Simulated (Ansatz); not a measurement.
## Calculated ¹⁷O NMR of the central transition for SiO2 under strain

Cell: a COD entry, relaxed with PBE at fixed cell and then changed (z stretched by 3 %, ions relaxed).

```xyz
12
Lattice="4.9727 0.0000 0.0000 0.0000 4.9727 0.0000 0.0000 0.0000 7.1335" Properties=species:S:1:pos:R:3 pbc="T T T"
Si    1.4966    1.4966    0.0000
Si    0.9898    3.9829    1.7834
Si    3.4761    3.4761    3.5667
Si    3.9829    0.9898    5.3501
O     1.1878    0.5428    1.2797
O     1.9435    3.6742    3.0630
O     3.7849    4.4299    4.8464
O     3.0292    1.2985    6.6298
O     3.6742    1.9435    4.0704
O     4.4299    3.7849    2.2871
O     1.2985    3.0292    0.5037
O     0.5428    1.1878    5.8538
```

Atoms are numbered from 1 in the order listed; like atoms form one site, named after its first atom.

The numbers come from a DFT calculation in Ansatz (PBE, plane waves and PAW, scalar-relativistic, 420 eV cutoff, Γ-centred 6×6×5 k-points, Fermi–Dirac smearing 0.02 eV).

¹⁷O has I = 5/2 and Q = -25.58 mb (Pyykkö 2018); at 21.1 T its Larmor frequency is ν₀ = 121.8 MHz. Only the quadrupole interaction is simulated: positions count from each site's isotropic chemical shift, and J coupling is left out, as are shift anisotropy and dipolar coupling, which fast spinning averages.

Problem. Simulate the second-order pattern (fast magic-angle spinning, Gaussian broadening 0.1 kHz) of site O (2 Si at 1.63 Å, angle 145°).

Solution. The calculation gives C_Q = -5.95 MHz and η = 0.14, so ν_Q = 0.893 MHz and the centre of gravity lies at -14.4 ppm (-1.76 kHz).

(offset (kHz), height): (-4.564, 0), (-4.424, 1), (-4.284, 6), (-4.144, 6), (-4.004, 6), (-3.865, 6), (-3.725, 7), (-3.585, 7), (-3.445, 7), (-3.305, 7), (-3.165, 8), (-3.025, 8), (-2.885, 31), (-2.745, 59), (-2.606, 85), (-2.466, 64), (-2.326, 53), (-2.186, 48), (-2.046, 46), (-1.906, 44), (-1.766, 44), (-1.626, 45), (-1.486, 46), (-1.347, 49), (-1.207, 53), (-1.067, 60), (-0.927, 76), (-0.787, 100), (-0.647, 74), (-0.507, 47), (-0.367, 3), (-0.227, 0)

At O V_zz runs parallel to the line that joins its two neighbours (within 2°).

The relaxation (4 steps) took 20 s of wall time (78 s of CPU time) and 0.59 GiB at its peak, on 4 threads of Arm Neoverse V1 (aarch64; 8 cores open to the job, memory cap 8.0 GiB, no GPU), a shared host with a load of 0.5 a core.
